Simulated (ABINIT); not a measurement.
Write the native input for ABINIT 10.8.3 (patched build) that does the following.

```
Task                                            : band structure
Functional                                      : HCTH407
Potentials or basis                             : JTH PAW PBE v2.0
Cutoff                                          : 408 eV
k mesh                                          : 8 × 8 × 8
Occupations                                     : fermi-dirac, width 0.05 eV
Spin                                            : no spin polarisation
Fine-grid cutoff                                : 816.342 eV
Exchange and correlation inside the PAW spheres : full angular mesh (pawxcdev 0, this build's default; the released program takes 1)
```

Crystal: Sb.

```
CELL_PARAMETERS angstrom
2.15420 1.24373 3.75800
-2.15420 1.24373 3.75800
0.00000 -2.48746 3.75800
ATOMIC_POSITIONS crystal
Sb 0.76651 0.76651 0.76651
Sb 0.23349 0.23349 0.23349
```

One way to write it, as run:

run.abi

```
# Datasets: ground state, then fixed potential
ndtset 2

# Pseudopotentials
pp_dirpath "./"
pseudos "Sb.GGA_PBE-JTH.xml"

# Structure
acell 8.5163565957 8.5163565957 8.5163565957
rprim
     0.4780034715     0.2759754330     0.8338766345
    -0.4780034715     0.2759754330     0.8338766345
     0.0000000000    -0.5519508659     0.8338766345
ntypat 1
znucl 51
natom 2
typat 1 1
xred
     0.7665100000     0.7665100000     0.7665100000
     0.2334900000     0.2334900000     0.2334900000

# Plane-wave basis
ecut 15.0
pawecutdg 30.0

# Exchange and correlation
ixc 27

# Bands and occupations
occopt 3
tsmear 0.05 eV

# SCF cycle
nstep 100

# Output
iomode 3
prtwf 0
prteig 0
prtebands 0
enunit 1
prtden1 1
prtvha1 1
prtvclmb1 1
prtpot1 1

# Dataset 1
kptopt1 1
ngkpt1 8 8 8
nshiftk1 1
shiftk1 0.0 0.0 0.0
nband1 19
tolvrs1 1.0e-9

# Dataset 2: bands along G-L-B1
iscf2 -2
getden2 1
nband2 23
nbdbuf2 2
tolwfr2 1.0e-12
kptopt2 -2
ndivsm2 6
prteig2 1
kptbounds2
     0.0000000000     0.0000000000     0.0000000000
     0.5000000000     0.0000000000     0.0000000000
     0.5000000000     0.2396873643    -0.2396873643
```

Potentials or basis: JTH PAW PBE v2.0.

Run with:

```sh
$ abinit run.abi > log 2>&1
```

Results of the run:

```json
{"Largest force": "0.107 eV/Å", "Band gap on the k mesh": "none (metal or under the smearing width)", "Valence electrons inside the program's atomic spheres": "Sb 12.49 (radii [1.2705] Å)"}
```

Caveat: the PAW data sets were made with another functional, which shifts forces and pressure a little; spin-orbit coupling is left out, which moves the levels of the heavy elements.

It took 72 s on 1 thread of Arm Neoverse V1, on a shared host, peak memory 0.15 GiB.
